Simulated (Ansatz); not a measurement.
Write the native input for Ansatz 0.2.0 that does the following.

* Task: band structure
* Functional: PBEsol
* Potentials or basis: Ansatz PAW
* Cutoff: 420 eV (not typed: the program's choice for these potentials)
* k mesh: 8 × 8 × 8
* Occupations: fermi-dirac, width 0.05 eV
* Spin: no spin polarisation
* Path: [["G", "X", "W", "K", "G", "L", "U", "W", "L", "K"], ["U", "X"]]
* Points for each segment of the path: 14

Crystal: InP.

```xyz
2
Lattice="0.0000 2.7688 2.7688 2.7688 0.0000 2.7688 2.7688 2.7688 0.0000" Properties=species:S:1:pos:R:3 pbc="T T T"
In    0.0000    0.0000    0.0000
P     2.7688    2.7688    2.7688
```

Measurements of this composition are mostly on another form, of space group No. 216.

One way to write it, as run:

input.yaml

```yaml
crystal:
  lattice:
    - [0.0, 2.768834, 2.768834]
    - [2.768834, 0.0, 2.768834]
    - [2.768834, 2.768834, 0.0]
  atoms:
    - { symbol: In, position: [0.0, 0.0, 0.0] }
    - { symbol: P, position: [0.5, 0.5, 0.5] }
hamiltonian:
  xc: pbesol
  pseudopotentials: { kind: paw }
kpoints:
  mp_grid: { grid: [8, 8, 8] }
  band_path:
    path:
      - [[0.0, 0.0, 0.0], [0.5, 0.0, 0.5], [0.5, 0.25, 0.75], [0.375, 0.375, 0.75], [0.0, 0.0, 0.0], [0.5, 0.5, 0.5], [0.625, 0.25, 0.625], [0.5, 0.25, 0.75], [0.5, 0.5, 0.5], [0.375, 0.375, 0.75]]
      - [[0.625, 0.25, 0.625], [0.5, 0.0, 0.5]]
    npoints: 14
scf:
  occupations: { method: fermi_dirac, width: 0.05 }
  n_extra_bands: 6
output:
  forces: true
  stress: true
  eigenvalues: true
  fatbands: false
  write_density: true
  write_potential: true
  elf: true
  volumetric_format: npy
```

Potentials or basis: Ansatz PAW.

Command:

```sh
$ ansatz run input.yaml --threads 2 --pin off --max-ram 5632MiB --backend cpu --events-out ev --progress --plain --runs-dir out
```

Results of the run:

* Pressure: -3.4 GPa
* Band gap on the k mesh: none (metal or under the smearing width)

Caveat: spin-orbit coupling is left out, which moves the levels of the heavy elements; the PAW data sets come from PBE, with cores solved anew for the run's functional, which leaves a small shift of forces and pressure.

Run time: 2.4 s on 2 threads of Arm Neoverse V1, with other jobs on the host, peak memory 0.33 GiB.
